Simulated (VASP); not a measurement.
# Mg7Te8 (a cell with a defect) in VASP: notebook, part 3 of 3

VASP 6.6.1. Earlier steps stand in the parts before.

### Step 5. Single point, PBEsol

INCAR reads:

```
SYSTEM = Mg7Te8
PREC = Accurate ; ENCUT = 520
EDIFF = 1E-6 ; ISMEAR = 0
SIGMA = 0.05 ; LREAL = Auto
LASPH = .True. ; NELM = 100
ALGO = Fast ; ISIF = 2
LWAVE = .False. ; LCHARG = .True.
GGA = PS ; LELF = .True.
LVHAR = .True. ; NBANDS = 44
```

KPOINTS reads:

```
regular mesh
0
Gamma
  4 4 4
  0 0 0
```

POSCAR reads:

```
Mg7Te8
1.0
    0.0000000000      5.9058590461     -5.9058590461
    5.9058590461      5.9058590461      0.0000000000
    5.9058590461      0.0000000000     -5.9058590461
Mg Te
7 8
Direct
    0.0000000000      0.2500000000      0.0000000000
    0.5000000000      0.0000000000      0.0000000000
    0.5000000000      0.5000000000      0.0000000000
    0.0000000000      0.0000000000      0.5000000000
    0.0000000000      0.5000000000      0.5000000000
    0.5000000000      0.0000000000      0.5000000000
    0.5000000000      0.5000000000      0.5000000000
    0.2493404241      0.7506595759      0.2493404241
    0.2493404331      0.2506595669      0.2493404331
    0.7513191428      0.7500000089      0.2486808572
    0.7513191428      0.2499999911      0.2486808572
    0.2486808572      0.7500000089      0.7513191428
    0.2486808572      0.2499999911      0.7513191428
    0.7506595669      0.7493404331      0.7506595669
    0.7506595759      0.2493404241      0.7506595759
```

Potentials or basis: VASP PAW PBE potentials, release 64 (Mg, Te).

The run is started by

```sh
cat potpaw_PBE.64/Mg/POTCAR potpaw_PBE.64/Te/POTCAR > POTCAR
mpirun -np 1 vasp_std > vasp.out
```

OUTCAR:

```text
SYSTEM = Mg7Te8
   PREC = Accurate
   ENCUT = 520
   EDIFF = 1E-6
   ISMEAR = 0
   LREAL = Auto
   LASPH = .True.
   NELM = 100
   ISIF = 2
   GGA = PS

 ion  position               nearest neighbor table
   1  0.000  0.250  0.000-  11 2.08  13 2.08   8 3.61  15 3.61  14 3.61   9 3.61   2 3.62   4 3.62
                             5 3.62   3 3.62
   2  0.500  0.000  0.000-   9 2.95  14 2.95   8 2.95  15 2.95  10 2.95  13 2.95   1 3.62
   3  0.500  0.500  0.000-   9 2.95  14 2.95   8 2.95  15 2.95  11 2.95  12 2.95   1 3.62
[... 1069 lines left out ...]
  volume of cell :      411.98
      direct lattice vectors                 reciprocal lattice vectors
     0.000000000  5.905859046 -5.905859046    -0.084661689  0.084661689 -0.084661689
     5.905859046  5.905859046  0.000000000     0.084661689  0.084661689  0.084661689
     5.905859046  0.000000000 -5.905859046     0.084661689 -0.084661689 -0.084661689

 POSITION                                       TOTAL-FORCE (eV/Angst)
 -----------------------------------------------------------------------------------
      1.47646      1.47646      0.00000         0.000000      0.000000     -0.000000
      0.00000      2.95293     -2.95293        -0.040674      0.040674     -0.284959
      2.95293      5.90586     -2.95293         0.040674     -0.040674      0.284959
      2.95293      0.00000     -2.95293         0.040674     -0.040674     -0.284959
      5.90586      2.95293     -2.95293        -0.040674      0.040674      0.284959
      2.95293      2.95293     -5.90586        -0.186326     -0.186326     -0.000000
      5.90586      5.90586     -5.90586         0.186326      0.186326     -0.000000
      5.90586      5.90586     -2.94514        -0.012689     -0.012689     -0.025399
      2.95293      2.95293     -2.94514         0.012689      0.012689     -0.025399
      5.89807      8.86658     -5.90586         0.059976     -0.059976     -0.000000
      2.94514      5.91365     -5.90586         7.212447     -7.212447     -0.000000
      8.86658      5.89807     -5.90586        -0.059976      0.059976     -0.000000
      5.91365      2.94514     -5.90586        -7.212447      7.212447     -0.000000
      8.85879      8.85879     -8.86658         0.012689      0.012689      0.025399
      5.90586      5.90586     -8.86658        -0.012689     -0.012689      0.025399
 -----------------------------------------------------------------------------------
    total drift:                                0.000005      0.000005      0.000000

  FREE ENERGIE OF THE ION-ELECTRON SYSTEM (eV)
  ---------------------------------------------------
  free  energy   TOTEN  =       -45.4359197495 eV

  energy  without entropy=      -45.4272654670  energy(sigma->0) =      -45.43159261
```

OSZICAR:

```text
N       E                     dE             d eps       ncg     rms          rms(c)
DAV:   1     0.255316977914E+03    0.25532E+03   -0.21542E+04  1584   0.112E+03
DAV:   2    -0.210691461408E+02   -0.27639E+03   -0.26319E+03  1968   0.159E+02
DAV:   3    -0.462371758902E+02   -0.25168E+02   -0.24782E+02  1940   0.495E+01
DAV:   4    -0.468738809952E+02   -0.63671E+00   -0.63567E+00  1940   0.902E+00
DAV:   5    -0.468927264218E+02   -0.18845E-01   -0.18840E-01  2008   0.173E+00    0.907E+00
RMM:   6    -0.457413134104E+02    0.11514E+01   -0.12850E+00  1592   0.277E+00    0.551E+00
RMM:   7    -0.454546496051E+02    0.28666E+00   -0.16211E+00  1713   0.310E+00    0.170E+00
RMM:   8    -0.454355193758E+02    0.19130E-01   -0.11819E-01  1824   0.118E+00    0.608E-01
RMM:   9    -0.454359052375E+02   -0.38586E-03   -0.11141E-02  1939   0.439E-01    0.204E-01
RMM:  10    -0.454358881291E+02    0.17108E-04   -0.27464E-03  1973   0.205E-01    0.117E-01
RMM:  11    -0.454359281482E+02   -0.40019E-04   -0.58086E-04  2057   0.993E-02    0.540E-02
RMM:  12    -0.454359206421E+02    0.75060E-05   -0.18580E-04  1938   0.507E-02    0.155E-02
RMM:  13    -0.454359193979E+02    0.12443E-05   -0.40416E-05  2034   0.262E-02    0.123E-02
RMM:  14    -0.454359197495E+02   -0.35168E-06   -0.89416E-06  1846   0.113E-02
   1 F= -.45435920E+02 E0= -.45431593E+02  d E =-.865428E-02
```

It took 6.9 min on 1 thread of Intel Xeon 6975P-C (Granite Rapids), shared host; peak memory 0.65 GiB.

Results:

```
Free energy            : -45.4359 eV
Pressure               : 4.2 GPa
Largest force          : 10.200 eV/Å
Band gap on the k mesh : none (metal or under the smearing width)
```

Forces in eV/Å, atoms in the order of the input:
```
Mg   0.000  0.000  0.000
Mg  -0.041  0.041 -0.285
Mg   0.041 -0.041  0.285
Mg   0.041 -0.041 -0.285
Mg  -0.041  0.041  0.285
Mg  -0.186 -0.186  0.000
Mg   0.186  0.186  0.000
Te  -0.013 -0.013 -0.025
Te   0.013  0.013 -0.025
Te   0.060 -0.060  0.000
Te   7.212 -7.212  0.000
Te  -0.060  0.060  0.000
Te  -7.212  7.212  0.000
Te   0.013  0.013  0.025
Te  -0.013 -0.013  0.025
```

Levels at points of the mesh, in eV from the Fermi level:
| k point | band 29 | band 30 | band 31 | band 32 | band 33 | band 34 |
| --- | --- | --- | --- | --- | --- | --- |
| (0.00, 0.00, 0.00) | -0.08 | 0.29 | 0.29 | 0.33 | 0.50 | 1.04 |
| (0.50, 0.00, 0.00) | -0.04 | -0.04 | -0.02 | 0.00 | 2.03 | 2.15 |
| (0.00, 0.50, 0.00) | -0.50 | -0.17 | 0.14 | 0.21 | 2.17 | 2.34 |
| (0.50, 0.50, 0.00) | -0.54 | -0.43 | -0.19 | -0.01 | 2.88 | 2.94 |
| (0.50, 0.00, 0.50) | -0.46 | -0.43 | -0.23 | -0.09 | 3.01 | 3.14 |

Caveat: the PAW data sets were made with another functional, which shifts forces and pressure a little.
